**Why the nitrogen levels of TaN sink at L**

The quantity is the energy of a one-electron level at a chosen point of reciprocal space, measured from the Fermi energy. It comes from a PBEsol calculation of ideal rocksalt TaN, with PAW datasets made for PBE and without spin polarization or spin-orbit coupling. Band -1 is the highest filled level at that point, and band +1 the lowest empty one. The distance between them is 2.24 eV at Γ and 9.79 eV at L, although the material is a metal.

Rocksalt TaN at the measured cell (COD), a = 4.358 Å, computed with Ansatz 0.2.0: PBEsol, frozen-core PAW datasets made for PBE, scalar-relativistic, no spin polarization, 420 eV cutoff, 9 × 9 × 9 k mesh, Fermi-Dirac smearing of 0.02 eV. Energies are measured from the Fermi energy; at each k-point, band -1 is the highest filled level and band +1 the lowest empty one.

| k-point | k in reciprocal vectors | band -4 (eV) | band -3 (eV) | band -2 (eV) | band -1 (eV) | band +1 (eV) | band +2 (eV) | band +3 (eV) |
| --- | --- | --- | --- | --- | --- | --- | --- | --- |
| GAMMA | 0 0 0 | -3.77 | -2.09 | -2.09 | -2.09 | 0.15 | 0.15 | 1.86 |
| X | 0.5 0 0.5 | -6.59 | -5.58 | -4.57 | -4.57 | 2.30 | 3.84 | 3.84 |
| U | 0.625 0.25 0.625 | -7.75 | -6.79 | -6.20 | -2.20 | 2.68 | 2.78 | 4.94 |
| K | 0.375 0.375 0.75 | -7.75 | -6.79 | -6.20 | -2.20 | 2.68 | 2.78 | 4.94 |
| L | 0.5 0.5 0.5 | -15.69 | -10.51 | -7.69 | -7.69 | 2.10 | 2.10 | 2.19 |
| W | 0.5 0.25 0.75 | -6.79 | -6.79 | -0.09 | -0.09 | 3.85 | 4.42 | 4.82 |

**First reading: one valence band falls and a gap opens**

Compare the rows: band -1 lies just below the Fermi energy at W, but at -7.69 eV at L. It is tempting to see a single valence band plunging there, with an ionic gap above it between filled nitrogen and empty tantalum levels. That reading assumes that the column follows the same band from point to point.

It does not. Compared with the band ranges of the same run, the levels show eleven filled bands at Γ, nine at X and eight at L. Band 9 lies at -4.57 eV at X but at +2.10 eV at L, so it crosses the Fermi energy in between. The large jump at L is therefore a local separation and not a band gap, and it does not make TaN a semiconductor.

The count explains which level carries the label, but not why that level is so deep. Eight filled bands hold the outer Ta 5s and 5p electrons and the N 2s and 2p electrons. Two electrons per formula unit remain for the Ta 5d bands, which are filled at some points and empty at L. What is left at the top of the filled levels at L is a pair derived from N 2p.

By the usual assignment for this structure, the N 2p levels form the triplet at -3.77 eV at Γ. A pair of them lies only 0.8 eV lower at X, but 3.9 eV lower at L. That contrast is the thing to explain.

**Second reading: nitrogen atoms talk to each other**

Neighbouring nitrogen atoms overlap, which alone would spread their 2p levels. Let e be the energy of a 2p orbital before any hopping, a the head-on hopping between nearest nitrogen atoms, and b the sideways hopping. Adding up the twelve neighbours with the phases of each point gives:

- Γ, triplet: e + 4a + 8b
- X, single level: e − 4a; pair: e − 4b
- L, pair: e + 2(a − b)

The levels at Γ and X fix the three constants exactly, so those points test nothing. L does. One difficulty is that two single levels lie below the pair at X, one from nitrogen and one from tantalum, and no orbital projections tell them apart. The band ranges of the run give a hint. Band 9 reaches its lowest value on the mesh, -4.82 eV, two thirds of the way from Γ to X. A simple cosine for the tantalum branch falling from -2.09 eV passes -4.7 eV there if it ends at -5.58 eV, but -5.5 eV if it ends at -6.59 eV. This favours the upper level as tantalum without proving it, so both choices are tested. Taking the lower one, at -6.59 eV, as nitrogen gives:

e = (−3.77 − 6.59 − 2 × 4.57)/4 = −4.88 eV

pair at L = e + (−4.57 + 6.59)/2 = −3.87 eV

The full calculation puts this pair at -7.69 eV, 3.8 eV deeper. Taking the other single level as nitrogen still leaves it 3.6 eV too deep. Exchanging the nitrogen and tantalum triplets at Γ would make the failure worse. Hopping between nearest nitrogen atoms thus accounts for the modest change from Γ to X by construction, but not for the fall to L.

**Third reading: nitrogen 2p mixes with tantalum 5d**

Sit on a tantalum atom and look at the two nitrogen atoms on opposite sides of it. They are one cube edge apart. At Γ and X the phase of the electron wave along any cube edge is zero or a whole turn, so the two nitrogen p orbitals point the same way. One shows tantalum its positive lobe and the other its negative lobe. A d orbital has the same sign on opposite sides, so the two overlaps cancel and symmetry forbids mixing.

At L the phase along every cube edge is half a turn. One of the two p orbitals is flipped, both now show tantalum the same sign, and the overlaps add. Nitrogen 2p and tantalum 5d then repel each other in energy. The mainly nitrogen bonding levels go down, and antibonding d levels go up.

This is the expected main cause of the deep filled pair at L. It says less about the empty levels just above the Fermi energy. One nitrogen pair meets two d pairs at L, so one combination of them is left nearly non-bonding. The pair at 2.10 eV is expected to be largely of that kind, placed by hopping between tantalum atoms, with the antibonding partner higher than the table reaches. At X, where this mixing is forbidden, the lowest empty level lies just as high, at 2.30 eV. A two-level estimate asks for a coupling of several eV, which is only an order of magnitude because two pairs of d levels take part. For the same reason, the jump itself should not be read as twice the coupling.

W offers an intermediate case. There the phase is half a turn along only one of the three cube axes, and for the nitrogen pair that axis allows only sideways overlap with d, which is weaker than head-on overlap. The pair should sink less than at L. If the filled pair at -6.79 eV is taken as mainly nitrogen, it lies 1.2 to 1.7 eV below the result of nitrogen hopping alone, less than half the deficit at L.

**How far the numbers decide**

The first reading is refuted by counting levels. The second, in its nearest-neighbour form, fails at L under each assignment tried. The third is supported by the pattern: no mixing allowed at Γ and X, a moderate deficit at W and a large one at L. The d character itself is inferred from symmetry, since the run contains no projections.

A direct hop between nitrogen atoms a full cube edge apart would change sign at the same points, and so could imitate this pattern. At W, two such neighbours reverse their sign, so a deficit of 1.2 eV would need a positive sideways hop of 1.2/4 = 0.3 eV. The nearest nitrogen atoms, which are closer, have a sideways hop b of only about -0.1 eV in the same choice of levels. A direct hop that grows with distance and changes sign is implausible; a hop carried by the tantalum atom in between is just what p-d mixing provides.

One part of the deficit remains unseparated. Tantalum p levels can mix with nitrogen 2p at Γ and X but not with this pair at L, so the two reference points are free of d mixing without being free of all mixing with tantalum. The table does not measure that share, but it is expected to be the smaller one. The filled Ta 5p levels lie 35.5 eV below the Fermi energy at Γ, in bands less than 1 eV wide, and push nitrogen 2p up. The empty tantalum p levels lie far above and push it down. U and K, which are the same point by symmetry, have no degenerate nitrogen pair to follow and were left out of the test.

**Using the rule**

For a similar rocksalt compound, first find the phase along the cube edges, then ask whether the metal has d levels close to the p levels of the non-metal. Magnesium oxide has the same phases but no such d shell near oxygen 2p, so its upper oxygen pair at L is expected to stay close to the level at Γ. In TaN both conditions are met, and the pair sinks.

The deep levels at L are a sign of strong covalent Ta-N bonding within a metal. The levels close to the Fermi energy need more care. Spin-orbit coupling can move them by tenths of an eV, and real TaN often departs from the ideal composition, which changes both the electron count and the neighbours of each atom. The spin-orbit shift is small beside the deficit at L, but it could decide whether a level such as the pair at W, at -0.09 eV, is filled.

The output below gives the level count and the hopping test for both choices at X.

Printed output of the fit:

```
Levels followed by number:
    row  filled levels  filled beyond eight  band 9 in eV  jump at Fermi energy in eV
  GAMMA             11                    3         -2.09                        2.24
      X              9                    1         -4.57                        6.87
      U              9                    1          -2.2                        4.88
      K              9                    1          -2.2                        4.88
      L              8                    0           2.1                        9.79
      W             10                    2         -0.09                        3.94
Gamma, Ta t2g triplet above N 2p triplet (eV): 1.68
N 2p pair, drop from Gamma to X (eV): 0.8
N 2p pair, drop from Gamma to L (eV): 3.92
Choice A, on-site N 2p energy (eV): -4.875
Choice B, on-site N 2p energy (eV): -4.623
Choice A, predicted pair at L (eV): -3.865
Choice B, predicted pair at L (eV): -4.118
Choice A, computed pair at L lies deeper by (eV): 3.825
Choice B, computed pair at L lies deeper by (eV): 3.572
Choice A, predicted single level at L (eV): -6.895
Choice B, predicted single level at L (eV): -5.633
Choice A, computed single level at L lies deeper by (eV): 3.615
Choice B, computed single level at L lies deeper by (eV): 4.877
Choice A, predicted pair at W (eV): -5.58
Choice B, predicted pair at W (eV): -5.075
Choice A, computed pair at W lies deeper by (eV): 1.21
Choice B, computed pair at W lies deeper by (eV): 1.715
Extra deficit at L if the two Gamma triplets are swapped (eV): 0.42
Two-level p-d coupling at L, order of magnitude only (eV): 4.628
```
